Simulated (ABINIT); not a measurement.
# AgBr (Fm-3m): G0W0 in ABINIT against the plane-wave cutoff

Wanted: the cheapest plane-wave cutoff that holds the gap of AgBr (Fm-3m).

Main program and level: ABINIT 10.8.3; PBE and many-body steps on it, plane waves.

The database entry behind the starting cell differs from later determinations by our own check (about 0.6 % short of the room-temperature cell), so it need not match the best structure at ambient conditions.

## Step 1: Set-up

It takes space group Fm-3m (No. 225, cubic). The conventional cell has a = 5.740 Å, b = 5.740 Å, c = 5.740 Å, α = 90.00°, β = 90.00°, γ = 90.00°. Nearest to Ag lie 6 Br at 2.87 Å. Nearest to Br lie 6 Ag at 2.87 Å. Farther neighbours and most contacts between anions are not listed.

The cell and positions come from the Crystallography Open Database and are kept as given unless a step says otherwise.

## Step 2: Empty states on the mesh, 4×4×4 mesh, 324 bands

This step: ABINIT 10.8.3; DFT, PBE, plane waves, norm-conserving pseudopotentials.

The sums over transitions need many empty states on a uniform mesh; this step solves for them.

Input file run.abi:

```
acell 3*1.0 Angstrom
rprim 
  -0.000000000000 2.870150000000 2.870150000000
  2.870150000000 0.000000000000 2.870150000000
  2.870150000000 2.870150000000 0.000000000000
ntypat 2
znucl 47 35
natom 2
typat 1 2
xred 
  0.000000000000 0.000000000000 0.000000000000
  0.500000000000 0.500000000000 0.500000000000
pp_dirpath "pseudos"
pseudos "Ag.upf, Br.upf"
ecut 37
ngkpt 4 4 4
nshiftk 1
shiftk 0 0 0
kptopt 1
chksymbreak 0
irdden 1
istwfk *1
nband 324
prtvol 0
optdriver 6
gwr_task "HDIAGO"
paral_kgb 0
occopt 1
indata_prefix "in"
outdata_prefix "out"
tmpdata_prefix "tmp"
```

Command:

```console
$ OMP_NUM_THREADS=1 mpirun -n 8 abinit run.abi > log
```

Numbers of over 12 decimals in the logs are rounded to 6 here.

The program printed:

```text
.Version 10.8.3 of ABINIT. v10.8.2 released Aug 2026.

 Symmetries : space group Fm -3 m (#225); Bravais cF (face-center cubic)
[... echo of the input left out ...]
== DATASET  1 ==================================================================
-   mpi_nproc: 8, omp_nthreads: 1 (-1 if OMP is not activated)

--- !DatasetInfo
iteration_state: {dtset: 1, }
dimensions: {natom: 2, nkpt: 8, mband: 324, nsppol: 1, nspinor: 1, nspden: 1, mpw: 3479, }
cutoff_energies: {ecut:  37.0, pawecutdg:  -1.0, }
[...]
Indirect band gap semiconductor
 Fundamental gap:     0.672 (eV)
   VBM:     4.902 (eV) at k: [ 5.0000E-01,  0.0000E+00,  0.0000E+00]
   CBM:     5.574 (eV) at k: [ 0.0000E+00,  0.0000E+00,  0.0000E+00]
 Direct gap:         2.604 (eV) at k: [ 0.0000E+00,  0.0000E+00,  0.0000E+00]

== END DATASET(S) ==============================================================
================================================================================

 -outvars: echo values of variables after computation  --------
           etotal      0.0000000000E+00
            nband         324
             nkpt           8
          spgroup         225
 [... the other variables as echoed above ...]

 Calculation completed.
```

Elapsed: 42 s, on 8 MPI ranks of AMD EPYC 7R43, shared host; peak memory 5.7 GiB; 5.5 min of CPU time.

Numbers from this step:

| Quantity | Value |
| --- | --- |
| gap | 0.6721 eV |
| k of the valence top | 0.5, 0, 0 |
| k of the conduction bottom | 0, 0, 0 |
| least direct gap | 2.604 eV |
| k points computed | 8 |
| lowest point of the top converged band, above the valence top | 188.1953 eV |

On this mesh the gap is 0.672 eV.

The density comes from a self-consistent run that is not shown.

## Step 3: Empty states on the mesh, 4×4×4 mesh, 97 bands

run.abi: that of step 2 with these lines changed.

```diff
@@ -14,3 +14,3 @@
 pseudos "Ag.upf, Br.upf"
-ecut 37
+ecut 22
 ngkpt 4 4 4
@@ -22,3 +22,3 @@
 istwfk *1
-nband 324
+nband 97
 prtvol 0
```

The program printed:

```text
[banner, memory and clock lines left out]
.Version 10.8.3 of ABINIT. v10.8.2 released Aug 2026.

 Symmetries : space group Fm -3 m (#225); Bravais cF (face-center cubic)
[... echo of the input left out ...]
== DATASET  1 ==================================================================
-   mpi_nproc: 8, omp_nthreads: 1 (-1 if OMP is not activated)

--- !DatasetInfo
iteration_state: {dtset: 1, }
dimensions: {natom: 2, nkpt: 8, mband: 97, nsppol: 1, nspinor: 1, nspden: 1, mpw: 1591, }
cutoff_energies: {ecut:  22.0, pawecutdg:  -1.0, }
[...]
Integrated=    2.6000E+01

 === KS gaps after direct diagonalization ===
 Indirect band gap semiconductor
 Fundamental gap:     0.668 (eV)
   VBM:     4.947 (eV) at k: [ 5.0000E-01,  0.0000E+00,  0.0000E+00]
   CBM:     5.615 (eV) at k: [ 0.0000E+00,  0.0000E+00,  0.0000E+00]
 Direct gap:         2.621 (eV) at k: [ 0.0000E+00,  0.0000E+00,  0.0000E+00]

== END DATASET(S) ==============================================================

 -outvars: echo values of variables after computation  --------
           etotal      0.0000000000E+00
            nband          97
             nkpt           8
          spgroup         225
 [... the other variables as echoed above ...]

 Calculation completed.
```

Wall time 5.6 s (8 MPI ranks); peak memory 0.79 GiB; 42 s of CPU time.

This step gave:

| Item | Value |
| --- | --- |
| gap | 0.6684 eV |
| k of the valence top | 0.5, 0, 0 |
| k of the conduction bottom | 0, 0, 0 |
| least direct gap | 2.621 eV |
| k points computed | 8 |
| lowest point of the top converged band, above the valence top | 70.3380 eV |

On this mesh the gap is 0.668 eV.

## Step 4: Empty states on the mesh, 4×4×4 mesh, 97 bands

run.abi: that of step 3 with these lines changed.

```diff
@@ -14,3 +14,3 @@
 pseudos "Ag.upf, Br.upf"
-ecut 22
+ecut 30
 ngkpt 4 4 4
```

The program printed:

```text
[banner, memory and clock lines left out]
.Version 10.8.3 of ABINIT. v10.8.2 released Aug 2026.

 Symmetries : space group Fm -3 m (#225); Bravais cF (face-center cubic)
[... echo of the input left out ...]
== DATASET  1 ==================================================================
-   mpi_nproc: 8, omp_nthreads: 1 (-1 if OMP is not activated)

--- !DatasetInfo
iteration_state: {dtset: 1, }
dimensions: {natom: 2, nkpt: 8, mband: 97, nsppol: 1, nspinor: 1, nspden: 1, mpw: 2525, }
cutoff_energies: {ecut:  30.0, pawecutdg:  -1.0, }
[...]
Integrated=    2.6000E+01

 === KS gaps after direct diagonalization ===
 Indirect band gap semiconductor
 Fundamental gap:     0.679 (eV)
   VBM:     4.902 (eV) at k: [ 5.0000E-01,  0.0000E+00,  0.0000E+00]
   CBM:     5.580 (eV) at k: [ 0.0000E+00,  0.0000E+00,  0.0000E+00]
 Direct gap:         2.609 (eV) at k: [ 0.0000E+00,  0.0000E+00,  0.0000E+00]

== END DATASET(S) ==============================================================

 -outvars: echo values of variables after computation  --------
           etotal      0.0000000000E+00
            nband          97
             nkpt           8
          spgroup         225
 [... the other variables as echoed above ...]

 Calculation completed.
```

It took 11 s on 8 MPI ranks; peak memory 3.2 GiB; 89 s of CPU time.

Numbers from this step:

```
gap                                                           : 0.6787 eV
k of the valence top                                          : 0.5, 0, 0
k of the conduction bottom                                    : 0, 0, 0
least direct gap                                              : 2.609 eV
k points computed                                             : 8
lowest point of the top converged band, above the valence top : 70.3716 eV
```

On this mesh the gap is 0.679 eV.

## Step 5: Empty states on the mesh, 4×4×4 mesh, 97 bands

run.abi: that of step 4 with these lines changed.

```diff
@@ -14,3 +14,3 @@
 pseudos "Ag.upf, Br.upf"
-ecut 30
+ecut 46
 ngkpt 4 4 4
@@ -20,2 +20,3 @@
 chksymbreak 0
+iscf -2
 irdden 1
@@ -23,7 +24,6 @@
 nband 97
+nbdbuf 8
+tolwfr 1e-09
+nstep 60
 prtvol 0
-optdriver 6
-gwr_task "HDIAGO"
-paral_kgb 0
-occopt 1
 indata_prefix "in"
```

The program printed:

```text
.Version 10.8.3 of ABINIT. v10.8.2 released Aug 2026.

 Symmetries : space group Fm -3 m (#225); Bravais cF (face-center cubic)
[... echo of the input left out ...]
== DATASET  1 ==================================================================
-   mpi_nproc: 8, omp_nthreads: 1 (-1 if OMP is not activated)

--- !DatasetInfo
iteration_state: {dtset: 1, }
dimensions: {natom: 2, nkpt: 8, mband: 97, nsppol: 1, nspinor: 1, nspden: 1, mpw: 4800, }
cutoff_energies: {ecut:  46.0, pawecutdg:  -1.0, }
[...]
2.80880    2.82973    2.82973    2.82973    2.91006    2.91006    2.96203    2.96203
   2.96203    3.02417    3.02417    3.02417    3.04844    3.04844    3.04845    3.10016
   3.10546
 prteigrs : prtvol=0 or 1, do not print more k-points.

== END DATASET(S) ==============================================================
================================================================================

 -outvars: echo values of variables after computation  --------
            nband          97
             nkpt           8
          spgroup         225
 [... the other variables as echoed above ...]

 Calculation completed.
```

It took 16 s on 8 MPI ranks; peak memory 0.68 GiB; 2.1 min of CPU time.

Numbers from this step:

```yaml
gap: 0.6718 eV
k_of_the_valence_top: 0.5, 0, 0
k_of_the_conduction_bottom: 0, 0, 0
least_direct_gap: 2.604 eV
k_points_computed: 8
lowest_point_of_the_top_converged_band_above_the_valence_top: 70.3705 eV
```

On this mesh the gap is 0.672 eV.

## Step 6: Screening, 4×4×4 mesh, 89 bands, screening to 163.3 eV

The RPA dielectric matrix is built and inverted for each q.

This step: RPA screening on PBE, plane waves, norm-conserving pseudopotentials.

run.abi: that of step 5 with these lines changed.

```diff
@@ -14,3 +14,3 @@
 pseudos "Ag.upf, Br.upf"
-ecut 46
+ecut 22
 ngkpt 4 4 4
@@ -20,10 +20,11 @@
 chksymbreak 0
-iscf -2
-irdden 1
 istwfk *1
-nband 97
-nbdbuf 8
-tolwfr 1e-09
-nstep 60
-prtvol 0
+occopt 1
+irdwfk 1
+optdriver 3
+nband 89
+ecuteps 6
+inclvkb 2
+awtr 1
+symchi 1
 indata_prefix "in"
```

The program printed:

```text
.Version 10.8.3 of ABINIT. v10.8.2 released Aug 2026.

 Symmetries : space group Fm -3 m (#225); Bravais cF (face-center cubic)
[... echo of the input left out ...]
== DATASET  1 ==================================================================
-   mpi_nproc: 8, omp_nthreads: 1 (-1 if OMP is not activated)

--- !DatasetInfo
iteration_state: {dtset: 1, }
dimensions: {natom: 2, nkpt: 8, mband: 89, nsppol: 1, nspinor: 1, nspden: 1, mpw: 1591, }
cutoff_energies: {ecut:  22.0, pawecutdg:  -1.0, }
electrons: {nelect:   2.60000000E+01, charge:   0.00000000E+00, occopt:   1.00000000E+00, tsmear:   1.00000000E-02, }

 SCREENING: Calculation of the susceptibility and dielectric matrices

 Based on a program developped by R.W. Godby, V. Olevano, G. Onida, and L. Reining.
 Incorporated in ABINIT by V. Olevano, G.-M. Rignanese, and M. Torrent.
.Using double precision arithmetic ; gwpc =  8

[... cell and pseudopotentials left out ...]
--------------------------------------------------------------------------------

 ==== K-mesh for the wavefunctions ====
 Number of points in the irreducible wedge :     8
[... list of points left out ...]
 Together with 48 symmetry operations and time-reversal symmetry
 yields    64 points in the full Brillouin Zone.

 ==== Q-mesh for the screening function ====
 Number of points in the irreducible wedge :     8
[... list of points left out ...]
 Together with 48 symmetry operations and time-reversal symmetry
 yields    64 points in the full Brillouin Zone.

 setmesh: FFT mesh size selected  =    25x   25x   25
          total number of points  =        15625

 vcoul_init : cutoff-mode = AUXILIARY_FUNCTION
 q-points for optical limit:   1
     1)      0.000010    0.000020    0.000030

- screening: taking advantage of time-reversal symmetry
- Maximum band index for partially occupied states nbvw = 13
- Remaining bands to be divided among processors   nbcw = 76
- Number of bands treated by each node ~9

 Number of electrons calculated from density =   26.0000; Expected =   26.0000
 average of density, n =  0.081477
 r_s =    1.4310
 omega_plasma =   27.5342 [eV]

 calculating chi0 at frequencies [eV] :
  1    0.000000E+00    0.000000E+00
  2    0.000000E+00    2.753418E+01

--------------------------------------------------------------------------------
  q-point number  1        q = ( 0.000000, 0.000000, 0.000000) [r.l.u.]
--------------------------------------------------------------------------------
[... chi0 elements left out ...]
 For q-point:  0.000010 0.000020 0.000030
  dielectric constant =   6.8471
  dielectric constant without local fields =   7.3959

  Average fulfillment of the sum rule on Im[epsilon] for q-point    1 :     62.14  [%]
[... wings left out ...]
  q-point number  2        q = ( 0.250000, 0.000000, 0.000000) [r.l.u.]
--------------------------------------------------------------------------------
[... chi0 elements left out ...]
  Average fulfillment of the sum rule on Im[epsilon] for q-point    2 :     76.85  [%]

 [... 6 further q-points ...]
```

Run time: 9 s. Hardware: 8 MPI ranks; peak memory 1 GiB.

Numbers from this step:

* ε∞ with local fields, on this mesh, along the program's q direction: 6.847
* the same without local fields: 7.396
* plasma frequency: 27.53 eV
* plane waves in the screening matrix: 229

Local fields lower ε∞ by 7 %. On a Γ-centred mesh this coarse the value itself is usually too large, while a short band sum pulls it down.

## Step 7: 22 Ha

This step: G0W0 on PBE, plane waves, norm-conserving pseudopotentials.

run.abi: that of step 6 with these lines changed.

```diff
@@ -23,8 +23,17 @@
 irdwfk 1
-optdriver 3
+optdriver 4
 nband 89
+gwcalctyp 0
+ecutsigx 22
+symsigma 1
+nkptgw 2
+kptgw 
+  0.5000000000 0.0000000000 0.0000000000
+  0.0000000000 0.0000000000 0.0000000000
+bdgw 
+  12 15
+  11 17
 ecuteps 6
-inclvkb 2
-awtr 1
-symchi 1
+irdscr 1
+ppmodel 1
 indata_prefix "in"
```

The program printed:

```text
.Version 10.8.3 of ABINIT. v10.8.2 released Aug 2026.

 Symmetries : space group Fm -3 m (#225); Bravais cF (face-center cubic)
[... echo of the input left out ...]
== DATASET  1 ==================================================================
-   mpi_nproc: 8, omp_nthreads: 1 (-1 if OMP is not activated)

--- !DatasetInfo
iteration_state: {dtset: 1, }
dimensions: {natom: 2, nkpt: 8, mband: 89, nsppol: 1, nspinor: 1, nspden: 1, mpw: 1591, }
cutoff_energies: {ecut:  22.0, pawecutdg:  -1.0, }
electrons: {nelect:   2.60000000E+01, charge:   0.00000000E+00, occopt:   1.00000000E+00, tsmear:   1.00000000E-02, }

 SIGMA: Calculation of the GW corrections

 Based on a program developped by R.W. Godby, V. Olevano, G. Onida, and L. Reining.
 Incorporated in ABINIT by V. Olevano, G.-M. Rignanese, and M. Torrent.
.Using double precision arithmetic ; gwpc =  8

[... cell and pseudopotentials left out ...]
--------------------------------------------------------------------------------

 ==== K-mesh for the wavefunctions ====
 Number of points in the irreducible wedge :     8
[... list of points left out ...]
 Together with 48 symmetry operations and time-reversal symmetry
 yields    64 points in the full Brillouin Zone.

 ==== Q-mesh for screening function ====
 Number of points in the irreducible wedge :     8
[... list of points left out ...]
 Together with 48 symmetry operations and time-reversal symmetry
 yields    64 points in the full Brillouin Zone.

 vcoul_init : cutoff-mode = AUXILIARY_FUNCTION
 q-points for optical limit:   1
     1)      0.000010    0.000020    0.000030
 setmesh: FFT mesh size selected  =    36x   36x   36
          total number of points  =        46656

 Number of electrons calculated from density =   26.0000; Expected =   26.0000
 average of density, n =  0.081477
 r_s =    1.4310
 omega_plasma =   27.5342 [eV]

 === KS Band Gaps ===
  >>>> For spin  1
   Minimum direct gap =   2.6215 [eV], located at k-point      :   0.0000  0.0000  0.0000
   Fundamental gap    =   0.6684 [eV], Top of valence bands at :   0.5000  0.0000  0.0000
                                       Bottom of conduction at :   0.0000  0.0000  0.0000
 SIGMA fundamental parameters:
 PLASMON POLE MODEL  1
 number of plane-waves for SigmaX                 1591
 number of plane-waves for SigmaC and W            229
 number of plane-waves for wavefunctions          1591
 number of bands                                    89
 number of independent spin polarizations            1
 number of spinorial components                      1
 number of k-points in IBZ                           8
 number of q-points in IBZ                           8
 number of symmetry operations                      48
 number of k-points in BZ                           64
 number of q-points in BZ                           64
 number of frequencies for dSigma/dE                 9
 frequency step for dSigma/dE [eV]                0.25
 number of omega for Sigma on real axis              0
 max omega for Sigma on real axis  [eV]           0.00
 zcut for avoiding poles [eV]                     0.10

 EPSILON^-1 parameters (SCR file):
 dimension of the eps^-1 matrix on file            229
 dimension of the eps^-1 matrix used               229
 number of plane-waves for wavefunctions          1591
 number of bands                                    89
 number of q-points in IBZ                           8
 number of frequencies                               2
 number of real frequencies                          1
 number of imag frequencies                          1

 matrix elements of self-energy operator (all in [eV])

 Perturbative Calculation

--- !SelfEnergy_ee
iteration_state: {dtset: 1, }
kpoint     : [   0.500,    0.000,    0.000, ]
spin       : 1
KS_gap     :    3.686
QP_gap     :    4.349
Delta_QP_KS:    0.663
data: !SigmaeeData |
     Band     E0 <VxcDFT>   SigX SigC(E0)      Z dSigC/dE  Sig(E)    E-E0       E
       12   4.947 -19.766 -23.885   3.518   0.799  -0.251 -20.246  -0.480   4.467
       13   4.947 -19.766 -23.885   3.518   0.799  -0.251 -20.246  -0.480   4.467
       14   8.634  -8.826  -4.771  -3.836   0.832  -0.201  -8.644   0.183   8.816
       15  11.561 -13.262  -7.228  -4.946   0.799  -0.251 -12.392   0.869  12.430

--- !SelfEnergy_ee
iteration_state: {dtset: 1, }
kpoint     : [   0.000,    0.000,    0.000, ]
spin       : 1
KS_gap     :    2.621
QP_gap     :    3.720
Delta_QP_KS:    1.098
data: !SigmaeeData |
     Band     E0 <VxcDFT>   SigX SigC(E0)      Z dSigC/dE  Sig(E)    E-E0       E
       11   2.994 -13.219 -16.691   2.530   0.798  -0.253 -13.971  -0.752   2.242
       12   2.994 -13.219 -16.691   2.530   0.798  -0.253 -13.971  -0.752   2.242
       13   2.994 -13.219 -16.691   2.530   0.798  -0.253 -13.971  -0.752   2.242
       14   5.615 -10.565  -6.456  -3.690   0.826  -0.210 -10.218   0.347   5.962
       15  14.886 -11.434  -6.519  -4.244   0.817  -0.223 -10.886   0.548  15.434
       16  14.886 -11.434  -6.519  -4.244   0.817  -0.223 -10.886   0.548  15.434
       17  14.886 -11.434  -6.519  -4.244   0.817  -0.223 -10.886   0.548  15.434

== END DATASET(S) ==============================================================
================================================================================

 -outvars: echo values of variables after computation  --------
           etotal      0.0000000000E+00
            nband          89
             nkpt           8
          spgroup         225
 [... the other variables as echoed above ...]

 Calculation completed.
```

Elapsed: 6.4 s, on 8 MPI ranks; peak memory 1.1 GiB.

This step gave:

```yaml
g0w0_gap_on_the_points_computed: 1.495 eV
starting_gap_on_the_mesh: 0.6684 eV
k_of_the_valence_top: 0.5, 0, 0
k_of_the_conduction_bottom: 0, 0, 0
z_at_the_valence_top: 0.799
z_at_the_conduction_bottom: 0.826
least_direct_g0w0_gap_on_the_computed_points: 3.720 eV
```

[end of part 1 of 2]

[Paths, hosts, dates, memory and timing lines, banners, echoed tables and standing remarks are left out of the program output.]

[Logs are printed without paths, hosts, clocks, repeated set-up lines and the standing remarks that a program may print on its own settings, such as how far it seeks lower states.]

[Runs of the session that timed out or met a known fault of the program may be left out.]

[Hosts, paths, dates, database ids (printed as entryN), source tags and the programs' standing remarks are cut or masked in the printed files.]

[G0W0 gaps are taken among the corrected bands and points alone; a level outside them can change the order at an edge.]

[Where Ansatz stands beside ABINIT at settings called matched, ABINIT's density can come from a denser mesh and the files from another edition; pairs whose starting gaps differed by over 0.03 eV were left out, so agreement reads better than it is.]
